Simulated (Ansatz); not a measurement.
# MoSe2: the cost of one run

Computed with Ansatz 0.2.0 (DFT r2SCAN, scalar-relativistic, plane waves, PAW, unless a step's input says otherwise).

The COD entry's cell or inner coordinates are ideal or old and differ from later refinements, so a difference from it is no clean test against experiment.

### Step 1. The starting structure

The structure is hexagonal, space group P6_3/mmc (No. 194). The conventional cell has a = 3.320 Å, b = 3.320 Å, c = 13.645 Å, α = 90.00°, β = 90.00°, γ = 120.00°. Mo (site symmetry -6m2) has 6 Se at 2.53 Å as nearest neighbours. Around Se (site symmetry 3m) lie 3 Mo at 2.53 Å.

As a file:

```xyz
6
Lattice="3.3199 0.0000 0.0000 -1.6600 2.8751 0.0000 0.0000 0.0000 13.6448" Properties=species:S:1:pos:R:3 pbc="T T T"
Mo    0.0000    1.9168    3.4112
Mo    1.6600    0.9584   10.2336
Se    0.0000    1.9168    8.5797
Se    1.6600    0.9584    1.7573
Se    0.0000    1.9168   11.8875
Se    1.6600    0.9584    5.0651
```

This cell was relaxed beforehand with the same method: volume 21.71 Å³/atom, gap on the mesh 1.21 eV.

### Step 2. Seeking the band edges over the whole zone

The input, input.yaml:

```yaml
crystal:
  lattice:
    - [3.3199168601, 0.0, 0.0]
    - [-1.65995843, 2.8751323393, 0.0]
    - [0.0, 0.0, 13.6447670595]
  atoms:
    - { symbol: Mo, position: [0.3333333333, 0.6666666667, 0.25] }
    - { symbol: Mo, position: [0.6666666667, 0.3333333333, 0.75] }
    - { symbol: Se, position: [0.3333333333, 0.6666666667, 0.6287888254] }
    - { symbol: Se, position: [0.6666666667, 0.3333333333, 0.1287888254] }
    - { symbol: Se, position: [0.3333333333, 0.6666666667, 0.8712111746] }
    - { symbol: Se, position: [0.6666666667, 0.3333333333, 0.3712111746] }
basis:
  ecutwfc: 500
kpoints:
  mp_grid: { grid: [12, 12, 2] }
  band_path: { path: [VBM, CBM], npoints: 2 }
hamiltonian:
  xc: r2scan
scf:
  occupations: { method: gaussian, width: 0.02 }
output:
  forces: false
  stress: false
  eigenvalues: true
checkpoint:
  read: start.run
  write: ck
  compress: false
  write_wavefunctions: false
  write_every: 100000
```

Run with:

```sh
$ ansatz run input.yaml --threads 2 --pin off --max-ram 5120MiB --backend cpu --events-out ev --progress --plain --runs-dir out
```

**Question.** How long does this run take on 2 threads of Arm Neoverse V2, shared host, and how much memory does it need?

About 27 s, with a peak of 0.74 GiB.
